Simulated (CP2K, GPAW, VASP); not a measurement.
# AlN: 3 runs at one level of theory

```
CELL_PARAMETERS angstrom
3.11300 0.00000 0.00000
-1.55650 2.69594 0.00000
0.00000 0.00000 4.98100
ATOMIC_POSITIONS crystal
Al 0.66667 0.33333 0.50000
Al 0.33333 0.66667 0.00000
N 0.66667 0.33333 0.88000
N 0.33333 0.66667 0.38000
```

Alike in all runs: task electron localisation function; functional LDA; k mesh 10 × 10 × 6; occupations fermi-dirac, width 0.05 eV; no spin polarisation; no spin-orbit coupling. LDA stands for any of its common fits. Pressure is positive in compression and, in plane waves, holds the error of the finite cutoff.

```json
{"program and potentials": "VASP, LDA PAW files Al, N_s, 400 eV", "plane-wave cutoff (eV)": "400", "notes": "-", "band gap (eV)": "4.25", "pressure (GPa)": "-4.24", "largest force (eV/Å)": "0.120"}
{"program and potentials": "GPAW, the program's PAW data sets (release 1.2.1) made for this functional", "plane-wave cutoff (eV)": "800", "notes": "-", "band gap (eV)": "4.28", "pressure (GPa)": "-3.93", "largest force (eV/Å)": "0.120"}
{"program and potentials": "CP2K, GTH_POTENTIALS Al GTH-PADE-q3, N GTH-PADE-q5; TZVP-MOLOPT-PBE-GTH basis", "plane-wave cutoff (eV)": "-", "notes": "atomic basis", "band gap (eV)": "4.25", "pressure (GPa)": "-5.84", "largest force (eV/Å)": "0.114"}
```

Force on atom 1 (Al), eV/Å:

```csv
program and potentials,x,y,z
"VASP, LDA PAW files Al, N_s, 400 eV",0.000,0.000,-0.120
"GPAW, the program's PAW data sets (release 1.2.1) made for this functional",0.000,0.000,-0.120
"CP2K, GTH_POTENTIALS Al GTH-PADE-q3, N GTH-PADE-q5; TZVP-MOLOPT-PBE-GTH basis",0.000,0.000,-0.114
```

The band gap spans 4.25 (CP2K, GTH_POTENTIALS Al GTH-PADE-q3, N GTH-PADE-q5; TZVP-MOLOPT-PBE-GTH basis) to 4.28 eV (GPAW, the program's PAW data sets (release 1.2.1) made for this functional). The pressure spans -5.84 (CP2K, GTH_POTENTIALS Al GTH-PADE-q3, N GTH-PADE-q5; TZVP-MOLOPT-PBE-GTH basis) to -3.93 GPa (GPAW, the program's PAW data sets (release 1.2.1) made for this functional). Rows in atomic bases carry the error of their basis and grid, which can be large.

The functional is the same throughout but for its coding, so the spread measures potentials, basis and numerics; runs on potential files found faulty are left out.
